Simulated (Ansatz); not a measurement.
# LiCl: the cost of one run

Method: DFT PBE, scalar-relativistic, plane waves, PAW, in Ansatz 0.2.0.

2 further runs of the same task are left out: 1 that didn't finish, 1 set aside as unsound or not needed.

**1. Starting point**

It takes space group P3_221 (No. 154, trigonal). Conventional cell: a = 6.192 Å, b = 6.192 Å, c = 3.701 Å, α = 90.00°, β = 90.00°, γ = 120.00°. Li (site symmetry 2) has 4 Cl at 2.40 to 2.42 Å as nearest neighbours. Cl (site symmetry 2) has 4 Li at 2.40 to 2.42 Å as nearest neighbours.

As a file:

```
CELL_PARAMETERS angstrom
6.19217 0.00000 0.00000
-3.09609 5.36258 0.00000
0.00000 0.00000 3.70134
ATOMIC_POSITIONS crystal
Li 0.61218 0.00000 0.66667
Li 0.00000 0.61218 0.33333
Li 0.38782 0.38782 0.00000
Cl 0.36023 0.00000 0.16667
Cl 0.00000 0.36023 0.83333
Cl 0.63977 0.63977 0.50000
```

It is the end of an earlier relaxation with the same method, from a generated guess; it is a trial structure. At a tolerance of 0.02 Å it has space group P3_221 (No. 154); it has 20.48 Å³/atom, an uncorrected energy of -1.84 eV/atom over the elements.

**2. Electronic structure at the relaxed geometry**

input.yaml reads:

```yaml
crystal:
  lattice:
    - [6.1921743981, 0.0, 0.0]
    - [-3.0960871991, 5.3625803335, 0.0]
    - [0.0, 0.0, 3.7013406027]
  atoms:
    - { symbol: Li, position: [0.6121790617, 0.0, 0.6666666667] }
    - { symbol: Li, position: [0.0, 0.6121790617, 0.3333333333] }
    - { symbol: Li, position: [0.3878209383, 0.3878209383, 0.0] }
    - { symbol: Cl, position: [0.3602320749, 0.0, 0.1666666667] }
    - { symbol: Cl, position: [0.0, 0.3602320749, 0.8333333333] }
    - { symbol: Cl, position: [0.6397679251, 0.6397679251, 0.5] }
basis:
  ecutwfc: 420
kpoints:
  mp_grid: { grid: [6, 6, 6] }
  band_path:
    path:
      - [[0.0, 0.0, 0.0], [0.5, 0.0, 0.0], [0.33333333, 0.33333333, 0.0], [0.0, 0.0, 0.0], [0.0, 0.0, 0.5], [0.5, 0.0, 0.5], [0.33333333, 0.33333333, 0.5], [0.0, 0.0, 0.5]]
      - [[0.5, 0.0, 0.5], [0.5, 0.0, 0.0]]
      - [[0.33333333, 0.33333333, 0.5], [0.33333333, 0.33333333, 0.0]]
    npoints: 14
hamiltonian:
  xc: pbe
scf:
  occupations: { method: gaussian, width: 0.02 }
  n_extra_bands: 15
output:
  forces: true
  stress: true
  eigenvalues: true
  populations: true
  dos: { projected: true, de: 0.02, nscf_kmesh: { grid: [9, 9, 9] } }
  bader: true
  write_density: true
  write_potential: true
  elf: true
  volumetric_format: npy
```

Started as:

```
$ ansatz run input.yaml --threads 1 --pin off --max-ram 2560MiB --backend cpu --events-out ev --progress --plain --runs-dir out
```

**Question.** How long does this run take on 1 thread of Arm Neoverse V2, shared host, and how much memory does it need?

About 80 s, with a peak of 0.49 GiB.
